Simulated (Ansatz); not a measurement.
Geometry optimisation in Ansatz: input, command and trajectory.

```yaml
crystal:
  lattice:
    - [9.2744697031, -1.0e-10, 0.0]
    - [-4.6372348515, 6.761555441, 0.1973103375]
    - [0.0, 0.1433551649, 4.9929820148]
  atoms:
    - { symbol: Se, position: [0.1238138136, 0.0, 0.1666666667] }
    - { symbol: Se, position: [0.1134466747, 0.5257007727, 0.1522634017] }
    - { symbol: Se, position: [0.6797446126, 0.0, 0.1666666667] }
    - { symbol: Se, position: [0.587745902, 0.4742992273, 0.1810699317] }
    - { symbol: Se, position: [-0.0311860076, 0.1249279506, 0.8235469051] }
    - { symbol: Se, position: [-0.0229314964, 0.6339685503, 0.8236942839] }
    - { symbol: Se, position: [0.5428530748, 0.1219310746, 0.833541546] }
    - { symbol: Se, position: [0.488408596, 0.6122518444, 0.8501950626] }
    - { symbol: Se, position: [0.3430999532, 0.3660314497, 0.5096390495] }
    - { symbol: Se, position: [0.4209220002, 0.8780689254, 0.4997917873] }
    - { symbol: Se, position: [0.8761567515, 0.3877481556, 0.4831382708] }
    - { symbol: Se, position: [0.8438860418, 0.8750720494, 0.5097864282] }
    - { symbol: Zn, position: [0.2284845281, 0.0, 0.6666666667] }
basis:
  ecutwfc: 420
kpoints:
  mp_grid: { grid: [6, 6, 6] }
hamiltonian:
  xc: pbe
  dispersion: d3bj
scf:
  occupations: { method: gaussian, width: 0.1 }
output:
  forces: true
  stress: true
  eigenvalues: true
relax:
  adjacent_minimum: "off"
  f_tol: 0.025
  max_steps: 70
  cell: { stress_tol: 0.12 }
```

```bash
ansatz run input.yaml --threads 2 --pin off --max-ram 5120MiB --backend cpu --events-out ev --progress --plain --runs-dir out
```

All numbers below come from Ansatz 0.2.0, DFT PBE+D3(BJ), scalar-relativistic, plane waves, PAW.

Of 5 frames 5 are shown, positions in Å and forces in eV/Å; the SCF threshold varies from step to step. Steps run on the plane waves of an earlier cell, with a Pulay correction in the pressure. The basis is chosen afresh for the last frame, the zero of the energies, and can be on the way; energy and pressure step there, also at an unchanged geometry.

```xyz
13
Lattice="9.2745 0.0000 0.0000 -4.6372 6.7616 0.1973 0.0000 0.1434 4.9930" Properties=species:S:1:pos:R:3:forces:R:3 pbc="T T T" step=1 free_energy_over_end_meV_per_atom=0.20 pressure_GPa=-0.08
Se    1.1483    0.0239    0.8322    0.0390    0.0000    0.0000
Se   -1.3856    3.5764    0.8640   -0.0300    0.0000   -0.0090
Se    6.3043    0.0239    0.8322   -0.0210    0.0000    0.0000
Se    3.2516    3.2330    0.9977   -0.0300    0.0000    0.0090
Se   -0.8686    0.9628    4.1366   -0.0290   -0.0260    0.0210
Se   -3.1525    4.4047    4.2378    0.0030   -0.0270    0.0160
Se    4.4693    0.9439    4.1859    0.0240    0.0410    0.0110
Se    1.6906    4.2617    4.3658    0.0170   -0.0010    0.0180
Se    1.4847    2.5480    2.6168    0.0030    0.0270   -0.0160
Se   -0.1680    6.0088    2.6687    0.0240   -0.0410   -0.0110
Se    6.3278    2.6910    2.4888    0.0170    0.0010   -0.0180
Se    3.7687    5.9899    2.7180   -0.0290    0.0260   -0.0210
Zn    2.1191    0.0956    3.3287    0.0100    0.0000    0.0000
13
Lattice="9.2976 0.0000 0.0000 -4.6488 6.7499 0.1937 0.0000 0.1409 4.9759" Properties=species:S:1:pos:R:3:forces:R:3 pbc="T T T" step=2 free_energy_over_end_meV_per_atom=0.16 pressure_GPa=0.07
Se    1.1631    0.0235    0.8293    0.0070    0.0000    0.0000
Se   -1.3918    3.5607    0.8373   -0.0200    0.0320    0.0200
Se    6.3101    0.0235    0.8293    0.0260    0.0000    0.0000
Se    3.2570    3.2362    1.0150   -0.0200   -0.0320   -0.0200
Se   -0.8841    0.9515    4.1349    0.0320    0.0100   -0.0570
Se   -3.1630    4.3859    4.2053   -0.0020    0.0080    0.0110
Se    4.4886    0.9537    4.1654   -0.0230    0.0180    0.0080
Se    1.6974    4.2655    4.3705    0.0070   -0.0060   -0.0120
Se    1.4858    2.5519    2.6229   -0.0020   -0.0080   -0.0110
Se   -0.1602    5.9841    2.6628   -0.0230   -0.0180   -0.0080
Se    6.3463    2.6723    2.4578    0.0070    0.0060    0.0120
Se    3.7647    5.9863    2.6933    0.0320   -0.0100    0.0570
Zn    2.1381    0.0940    3.3173   -0.0210    0.0000    0.0000
13
Lattice="9.2953 0.0000 0.0000 -4.6477 6.7594 0.1988 0.0000 0.1449 4.9778" Properties=species:S:1:pos:R:3:forces:R:3 pbc="T T T" step=3 free_energy_over_end_meV_per_atom=0.00 pressure_GPa=0.00
Se    1.1648    0.0241    0.8296    0.0140    0.0000    0.0000
Se   -1.3948    3.5767    0.8548   -0.0150    0.0070   -0.0030
Se    6.3141    0.0241    0.8296    0.0070    0.0000    0.0000
Se    3.2528    3.2310    1.0033   -0.0150   -0.0070    0.0030
Se   -0.8753    0.9576    4.1323    0.0010   -0.0110   -0.0320
Se   -3.1654    4.4017    4.2215    0.0010   -0.0090    0.0060
Se    4.4864    0.9539    4.1689   -0.0050    0.0150    0.0110
Se    1.6936    4.2658    4.3607    0.0090   -0.0010    0.0030
Se    1.4822    2.5508    2.6144    0.0010    0.0090   -0.0060
Se   -0.1613    5.9986    2.6669   -0.0050   -0.0150   -0.0110
Se    6.3413    2.6867    2.4751    0.0090    0.0010   -0.0030
Se    3.7723    5.9949    2.7035    0.0010    0.0110    0.0320
Zn    2.1350    0.0966    3.3185   -0.0030    0.0000    0.0000
13
Lattice="9.3016 0.0000 0.0000 -4.6508 6.7576 0.1972 0.0000 0.1436 4.9787" Properties=species:S:1:pos:R:3:forces:R:3 pbc="T T T" step=4 free_energy_over_end_meV_per_atom=0.00 pressure_GPa=-0.01
Se    1.1788    0.0239    0.8298   -0.0210    0.0000    0.0000
Se   -1.4017    3.5794    0.8513   -0.0010    0.0040    0.0050
Se    6.3205    0.0239    0.8298   -0.0020    0.0000    0.0000
Se    3.2491    3.2261    1.0054   -0.0010   -0.0040   -0.0050
Se   -0.8786    0.9550    4.1274    0.0170    0.0150    0.0240
Se   -3.1714    4.3994    4.2226   -0.0020    0.0120   -0.0080
Se    4.4914    0.9545    4.1717    0.0070   -0.0100   -0.0170
Se    1.6954    4.2625    4.3623   -0.0040    0.0050   -0.0020
Se    1.4794    2.5496    2.6128   -0.0020   -0.0120    0.0080
Se   -0.1594    5.9944    2.6638    0.0070    0.0100    0.0170
Se    6.3462    2.6865    2.4732   -0.0040   -0.0050    0.0020
Se    3.7723    5.9940    2.7080    0.0170   -0.0150   -0.0240
Zn    2.1408    0.0957    3.3191   -0.0110    0.0000    0.0000
13
Lattice="9.3016 0.0000 0.0000 -4.6508 6.7576 0.1972 0.0000 0.1436 4.9787" Properties=species:S:1:pos:R:3:forces:R:3 pbc="T T T" step=5 free_energy_over_end_meV_per_atom=0.00 pressure_GPa=-0.01
Se    1.1788    0.0239    0.8298   -0.0210    0.0000    0.0000
Se   -1.4017    3.5794    0.8513   -0.0010    0.0040    0.0050
Se    6.3205    0.0239    0.8298   -0.0020    0.0000    0.0000
Se    3.2491    3.2261    1.0054   -0.0010   -0.0040   -0.0050
Se   -0.8786    0.9550    4.1274    0.0170    0.0150    0.0240
Se   -3.1714    4.3994    4.2226   -0.0020    0.0120   -0.0080
Se    4.4914    0.9545    4.1717    0.0070   -0.0100   -0.0170
Se    1.6954    4.2625    4.3623   -0.0040    0.0050   -0.0020
Se    1.4794    2.5496    2.6128   -0.0020   -0.0120    0.0080
Se   -0.1594    5.9944    2.6638    0.0070    0.0100    0.0170
Se    6.3462    2.6865    2.4732   -0.0040   -0.0050    0.0020
Se    3.7723    5.9940    2.7080    0.0170   -0.0150   -0.0240
Zn    2.1408    0.0957    3.3191   -0.0110    0.0000    0.0000
```

Time: 6.3 min on 2 threads of Intel(R) Xeon(R) 6975P-C (Granite Rapids), on a shared host, peak memory 2.2 GiB.

Spin polarisation was left out, and a magnetic state may lie lower.